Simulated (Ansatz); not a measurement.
SiO$_{2}$ (Fd-3m) under several functionals

Plane-wave DFT in Ansatz with scalar-relativistic PAW potentials. The same structure was relaxed (cell and atoms, symmetry kept) in separate runs at each level. No spin polarisation.

| level | cutoff (eV) | k mesh | V (Å³/atom) | a (Å) | gap (eV) | B0 (GPa) |
| --- | --- | --- | --- | --- | --- | --- |
| LDA | 420 | 6×6×6 | 16.736 | 7.378 | 5.33 | – |
| r2SCAN | 500 | 6×6×6 | 16.893 | 7.401 | 6.05 | 158 |
| PBE | 420 | 6×6×6 | 17.304 | 7.461 | 5.37 | – |

Problem. Where does PBE+D3(BJ) (420 eV, k mesh 6×6×6) fall?

Solution. V (Å³/atom) 17.191, a (Å) 7.445, gap (eV) 5.40. Its volume is between those of r2SCAN and PBE. The usual order of volumes, LDA < PBE, holds here (16.736, 17.304 Å³/atom). As a rule LDA overbinds; PBE's gradient term for exchange weakens bonds. Adding D3 to PBE changes the volume by -0.7 %; the term is attractive, so it pulls cells in. In ionic crystals its C6 for cations, set by coordination number and not by charge, is often too large, so it can pull in too far. r2SCAN lies 2.4 % under PBE in volume. Each gap belongs to its own cell, so it mixes the functional's effect with that of the volume; gaps are the least found on the k mesh or on a band path.

This form isn't the usual stable structure of the compound.